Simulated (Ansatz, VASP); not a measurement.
One calculation of Se, two programs

```
Se
1.0
     2.78952    0.04509   -0.00335
     0.04509    2.79977    0.00512
    -0.00335    0.00512    2.84344
Se
1
Direct
  0.04528 0.00088 0.99280
```

Change from the starting cell: cell strained at random at fixed volume.

Alike in both runs: task single point; functional BLYP; dispersion D3(BJ); k mesh 9 × 9 × 9; occupations tetrahedron; no spin polarisation.

|  | VASP | Ansatz |
| --- | --- | --- |
| version | VASP 6.6.1 | Ansatz 0.2.0 |
| potentials or method | VASP PAW PBE potentials, release 64 (Se), cutoff 520 eV | all-electron LAPW, scalar-relativistic |

Ansatz gave:

```
gap on the k mesh at the Fermi level (eV)       : none
pressure (GPa)                                  : 0.6
largest component of the traceless stress (GPa) : 2.19
dispersion energy (meV/atom)                    : -881.1
```

Question: What did VASP give for the same quantities?

Answer: gap on the k mesh at the Fermi level (eV): none; pressure (GPa): 0.9; largest component of the traceless stress (GPa): 2.10; dispersion energy (meV/atom): -881.0.

A gap of «none» marks a metal or a gap that the smearing closes. Ansatz ran all-electron here, so the differences hold the error of VASP's frozen core and of both bases.

Caveats: pairwise dispersion overbinds metals, which lowers pressure and volume; the PAW data sets were made with another functional, which shifts forces and pressure a little (VASP); tetrahedron occupations give inexact forces and stress in metals (VASP); with tetrahedron occupations forces and stress needn't match the slope of the energy (Ansatz).
